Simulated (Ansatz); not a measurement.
Free-standing sheet of HfS2, relaxed with PBE+D3(BJ):

```
CELL_PARAMETERS angstrom
3.61789 0.00000 0.00000
-1.80895 3.13319 0.00000
0.00000 0.00000 31.82565
ATOMIC_POSITIONS crystal
S 0.66667 0.33333 0.45426
Hf 0.00000 0.00000 0.50000
S 0.33333 0.66667 0.54574
```

The calculation used DFT PBE+D3(BJ), scalar-relativistic, plane waves, PAW in Ansatz. Plane waves to 420 eV, a k mesh through Γ of 12×12×1 on the computed 3-atom cell and Gaussian smearing (0.02 eV); no spin polarisation. The sheet is isolated along c (Coulomb cut-off).

```json
{"Band gap on the sampled k points": "1.21 eV", "Least direct gap": "2.06 eV", "Ionisation potential from the Kohn-Sham band edge": "6.34 eV", "Electron affinity from the Kohn-Sham band edge": "5.13 eV"}
```

Question: What does PBE+D3(BJ) with spin-orbit coupling give at the same atoms (12×12×1 mesh, 420 eV)?

Answer: Band gap on the sampled k points 1.15 eV; least direct gap 1.97 eV; ionisation potential from the Kohn-Sham band edge 6.27 eV; electron affinity from the Kohn-Sham band edge 5.12 eV.